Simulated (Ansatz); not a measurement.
**AgCl: what changed settings do**

The reference input for Ansatz (plane-wave DFT with PAW):

```yaml
crystal:
  lattice:
    - [0.0, 2.7726629968, 2.7726629968]
    - [2.7726629968, 0.0, 2.7726629968]
    - [2.7726629968, 2.7726629968, 0.0]
  atoms:
    - { symbol: Ag, position: [0.0, 0.0, 0.0] }
    - { symbol: Cl, position: [0.5, 0.5, 0.5] }
basis:
  ecutwfc: 420
kpoints:
  mp_grid: { grid: [4, 4, 4] }
hamiltonian:
  xc: pbe
scf:
  occupations: { method: gaussian, width: 0.1 }
output:
  forces: true
  stress: true
  eigenvalues: true
```

Command:

```bash
ansatz run input.yaml --threads 1 --pin off --max-ram 1331MiB --backend cpu --events-out ev --progress --plain --runs-dir out
```

The run converges in 6 SCF iterations on 8 irreducible k-points: pressure 1.80 GPa, gap on the sampled k-points 0.91 eV.

The inputs are trials, many of them unsound on purpose. Their numbers show the effect of the settings and aren't properties of the material. Each trial's input is given as a difference from the reference's; energies are extrapolated to zero smearing where there is one, and pressure is positive in compression. Charged cells sit in a uniform background, and their pressures hang on that convention.

Problem. Trial 1:

```diff
 basis:
+  precision: f64
 kpoints:
-  mp_grid: { grid: [4, 4, 4] }
+  mp_grid: { grid: [1, 3, 5], shift: [0.5, 0.5, 0.5] }
 scf:
-  occupations: { method: gaussian, width: 0.1 }
+  occupations: { method: fermi_dirac, width: "0.01 Ry" }
```

What happens?

Solution. The run converges in 6 SCF iterations on 8 irreducible k-points: energy 131 meV per atom below the reference, pressure 1.85 GPa, gap on the sampled k-points 2.63 eV. It warns that the mesh lowers the symmetry.

Problem. Trial 2:

```diff
+total_charge: -0.5
 hamiltonian:
-  xc: pbe
+  xc: lda
 scf:
+  n_extra_bands: 20
 output:
+  dos: {}
```

What happens?

Solution. The run converges in 8 SCF iterations on 8 irreducible k-points: pressure 1.39 GPa (with the neutralising background of the charged cell), no gap.

Problem. Trial 3:

```diff
+total_charge: 12
 kpoints:
-  mp_grid: { grid: [4, 4, 4] }
+  mp_grid: { grid: [2, 2, 4], shift: [0.5, 0.5, 0] }
 hamiltonian:
+  hubbard:
+    sites: [{ species: Ag, l: d, u: 5.6, j: 0.31 }]
+    projectors: atomic
+  dispersion: d4
 scf:
+  max_iter: 78
```

What does the program give?

Solution. The run converges in 37 SCF iterations on 7 irreducible k-points: pressure -198 GPa (with the neutralising background of the charged cell), no gap. It warns that the count of filled bands differs between k-points; that the mesh lowers the symmetry. Under a U the state reached may not be the lowest.

Problem. Trial 4 (origin moved):

```diff
 crystal:
   atoms:
-    - { symbol: Ag, position: [0.0, 0.0, 0.0] }
-    - { symbol: Cl, position: [0.5, 0.5, 0.5] }
+    - { symbol: Ag, position: [0.309, 0.937, 0.078] }
+    - { symbol: Cl, position: [0.809, 1.437, 0.578] }
 hamiltonian:
-  xc: pbe
+  xc: pw92
 scf:
+  lower_state_search: "off"
+  max_iter: 80
+  convergence: { dr2_threshold: "1e-4 eV" }
```

What does the program give?

Solution. The run converges in 6 SCF iterations on 8 irreducible k-points: pressure -5.37 GPa, gap on the sampled k-points 0.61 eV. It warns that the SCF threshold is loose for the forces; that the SCF threshold is loose for the stress.

Problem. Trial 5:

```diff
 basis:
-  ecutwfc: 420
+  ecutwfc: "20 Ha"
```

What does the program give?

Solution. The run converges in 6 SCF iterations on 8 irreducible k-points: energy 1.30 meV per atom below the reference, pressure 1.80 GPa, gap on the sampled k-points 0.91 eV.

Problem. Trial 6:

```diff
 basis:
+  ecutrho_ratio: 5
 scf:
+  max_iter: 80
+  convergence: { dr2_threshold: "1e-4 eV" }
```

How does this run end?

Solution. The run converges in 6 SCF iterations on 8 irreducible k-points: the reference's energy to 0.01 meV per atom, pressure 1.80 GPa, gap on the sampled k-points 0.91 eV. It warns that the SCF threshold is loose for the forces; that the SCF threshold is loose for the stress.